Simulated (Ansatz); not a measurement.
# NaSrI3 (cubic perovskite) (Pm-3m): a band-gap study from PBEsol to G0W0 at the band limit, part 2 of 2

The study climbs from cheap functionals to G0W0 on NaSrI3 (cubic perovskite) (Pm-3m) and then asks what each convergence step is worth.

Ansatz 0.2.0; density functionals, hybrids, G0W0, plane waves, PAW. Known limits of the many-body steps: not at the basis limit; no spin-orbit coupling; coarse k mesh.

So far. Step 11 (G0W0, 2×2×2 mesh, 747 empty bands, screening to 120 eV): Against the run with 2×2×2 mesh, 347 empty bands, screening to 72 eV, the gap moves by +0.19 eV. Step 12 (G0W0@HSE06, 2×2×2 mesh, 747 empty bands, screening to …): Against the run with 2×2×2 mesh, 747 empty bands, screening to 120 eV on PBEsol, the gap moves by +0.56 eV, while the start moved by +0.91 eV.

The structure was built from a prototype and need not be the compound's stable phase.

In doubt: masses and optical values from hybrid runs of this build are listed as unsure (steps 12, 15), which bears on the screening that GW takes from such a start.

### 13. G0W0@PBEsol, 2×2×2 mesh, 747 empty bands, screening to 120 eV, plasmon pole

A plasmon pole stands in for the full frequency dependence of the screening; this run shows what that costs in accuracy.

This step: G0W0 on PBEsol, plane waves, PAW.

input.yaml

```yaml
crystal:
  lattice:
    - [6.3036929043, 0.0, 0.0]
    - [0.0, 6.3036929043, 0.0]
    - [0.0, 0.0, 6.3036929043]
  atoms:
    - { symbol: Na, position: [0.0, 0.0, 0.0] }
    - { symbol: Sr, position: [0.5, 0.5, 0.5] }
    - { symbol: I, position: [0.5, 0.5, 0.0] }
    - { symbol: I, position: [0.5, 0.0, 0.5] }
    - { symbol: I, position: [0.0, 0.5, 0.5] }
kpoints:
  mp_grid: { grid: [2, 2, 2] }
hamiltonian:
  xc: pbesol
scf:
  occupations: { method: fixed }
gw:
  n_empty_bands: 747
  ecut_chi: 120.0
  qp_bands: [v2, c2]
  qp_kpoints: band_edges
  screening: { model: godby_needs }
```

Run with:

```bash
ansatz run input.yaml --threads 4 --pin off --max-ram 17510MiB --backend cpu --events-out ev --progress --plain --runs-dir out
```

It took 2.1 min on 4 threads of Arm Neoverse V1, shared host; peak memory 4.4 GiB; 8.5 min of CPU time.

Numbers from this step:

* bands summed: 782
* plasmon-pole fit frequency: 19.63 eV
* RPA ε∞ on this mesh (eigenvalues): 3.255, 3.255, 3.255
* plane waves in the screening matrix: 739
* G0W0 gap on the mesh: 4.178 eV
* k of the valence top: -0.5, -0.5, -0.5
* k of the conduction bottom: 0, 0, 0
* starting gap on the mesh: 2.423 eV
* least direct G0W0 gap on the computed points: 4.473 eV

Against the run with 2×2×2 mesh, 747 empty bands, screening to 120 eV, the gap moves by +0.009 eV.

### 14. G0W0@PBEsol, 2×2×2 mesh, 1108 empty bands, screening to 156 eV, hard PAW files

Other atomic data (hard PAW) test the pseudisation: the cutoff goes from 420 to 700 eV, with the same valence electrons. Bands and screening cutoff change too, so the step is no clean test of the files.

input.yaml, the sections that differ from step 13:

```yaml
hamiltonian:
  xc: pbesol
  pseudopotentials: { kind: paw, source: ansatz }
gw:
  n_empty_bands: 1108
  ecut_chi: 156.0
  qp_bands: [v2, c2]
  qp_kpoints: band_edges
  screening: { model: contour_deformation }
# crystal, kpoints, scf: as in step 13
```

It took 6.5 min on 4 threads; peak memory 11 GiB.

This step gave:

```
bands summed                                 : 1143
RPA ε∞ on this mesh (eigenvalues)            : 3.257, 3.257, 3.257
plane waves in the screening matrix          : 1141
G0W0 gap on the mesh                         : 4.231 eV
k of the valence top                         : -0.5, -0.5, -0.5
k of the conduction bottom                   : 0, 0, 0
starting gap on the mesh                     : 2.422 eV
least direct G0W0 gap on the computed points : 4.530 eV
```

Against the run with 2×2×2 mesh, 747 empty bands, screening to 120 eV, the gap moves by +0.06 eV.

### 15. G0W0@PBE0, 2×2×2 mesh, 747 empty bands, screening to 120 eV

This step: G0W0 on PBE0, plane waves, PAW.

input.yaml: that of step 14 with these lines changed.

```diff
@@ -14,4 +14,3 @@
 hamiltonian:
-  xc: pbesol
-  pseudopotentials: { kind: paw, source: ansatz }
+  xc: pbe0
 scf:
@@ -19,4 +18,4 @@
 gw:
-  n_empty_bands: 1108
-  ecut_chi: 156.0
+  n_empty_bands: 747
+  ecut_chi: 120.0
   qp_bands: [v2, c2]
```

Wall time 8.4 min (4 threads); peak memory 3.2 GiB; 32 min of CPU time.

This step gave:

```yaml
bands_summed: 782
rpa_eps_infinity_on_this_mesh_eigenvalues: 2.533, 2.533, 2.533
plane_waves_in_the_screening_matrix: 739
g0w0_gap_on_the_mesh: 4.977 eV
k_of_the_valence_top: -0.5, -0.5, -0.5
k_of_the_conduction_bottom: 0, 0, 0
starting_gap_on_the_mesh: 4.026 eV
least_direct_g0w0_gap_on_the_computed_points: 5.289 eV
```

Against the run with 2×2×2 mesh, 747 empty bands, screening to 120 eV on HSE06, the gap moves by +0.25 eV, while the start moved by +0.69 eV.

### 16. The ladder

Times are wall times on 4 threads of Arm Neoverse V1, shared host, good to a factor of about two. G0W0 rows are gaps on the mesh, lowered by the amount that the mesh misses the start's edges, a rough step that assumes the same correction there.

```tsv
level	gap (eV)	least direct gap (eV)	time
PBEsol	2.43	2.71	6.1 s
PBEsol+SOC	2.22	2.38	22 s
r2SCAN	3.09	3.37	6.3 s
HSE06	3.33	3.64	27 s
PBE0	4.03	4.33	26 s
G0W0@PBEsol (122 empty bands)	3.70	-	7.2 s
G0W0@PBEsol (347 empty bands)	3.98	-	25 s
G0W0@PBEsol (747 empty bands)	4.17	-	2 min
G0W0@HSE06 (747 empty bands)	4.73	-	9.1 min
G0W0@PBEsol (747 empty bands, plasmon pole)	4.18	-	2.1 min
G0W0@PBEsol (1108 empty bands, hard PAW)	4.23	-	6.5 min
G0W0@PBE0 (747 empty bands)	4.98	-	8.4 min
```

### 17. Adding up the best estimate

```tsv
term	eV	running total (eV)
G0W0 on the mesh, top rung	4.169	4.169
to the limit, by a line in one over the bands through the two top rungs	+0.185	4.355
spin-orbit change, from PBEsol	−0.212	4.143
```

Changes that are not added in, each against a run with equal bands and cutoff:

```tsv
change	eV
start HSE06	+0.56
plasmon pole in place of full frequency	+0.01
start PBE0	+0.81
```

### 18. Summary of results

- PBEsol gap: 2.43 eV, indirect
- HSE06: 3.33 eV
- PBE0: 4.03 eV
- G0W0, top rung on the mesh: 4.17 eV
- best estimate, G0W0@PBEsol with spin-orbit change: 4.14 eV
- GW settings of the top rung: 2×2×2 mesh, 747 empty bands, screening to 120 eV
- known limits: one-shot GW, static lattice; one k mesh, untested; coarse k mesh

In words: The best estimate for G0W0@PBEsol is 4.14 eV, indirect by PBEsol+SOC, against 2.22 eV at the start (both with spin-orbit coupling). The pair of rungs below gives a limit −0.19 eV away. On hard PAW files with 1143 bands the gap on the mesh is 4.23 eV, against a limit of 4.35 eV on default PAW files; that run is itself short of its own limit, so the pair doesn't isolate the files. Of the changes left open the largest, +0.81 eV, comes from starting at PBE0. Among the functionals PBE0 comes nearest: −0.33 eV from the estimate without its spin-orbit term (4.35 eV). The RPA ε∞ on the GW mesh averages 3.3 against 3.2 from perturbation theory, which takes a denser mesh of its own and holds the xc response as well. All runs took 31 min, 93 % of it in G0W0. The 2×2×2 mesh is coarse for this cell (its supercell is 13 Å along the shortest edge). The RPA ε∞ on it, from the PBEsol start, is 3.25; such meshes misread the long-range screening, most where the gap is narrow. This is the ideal cubic cell; many perovskites, halides above all, are cubic only on average, and local tilts or off-centring can widen the gap.

[Paths, hosts, dates, memory and timing lines, banners, echoed tables and standing remarks are left out of the program output.]

[Logs are printed without paths, hosts, clocks, repeated set-up lines and the standing remarks that a program may print on its own settings, such as how far it seeks lower states.]

[Runs of the session that timed out or met a known fault of the program may be left out.]

[Cells called generated may have been cut or substituted from an entry of the Crystallography Open Database or the Materials Project.]

[Hosts, paths, dates, database ids (printed as entryN), source tags and the programs' standing remarks are cut or masked in the printed files.]
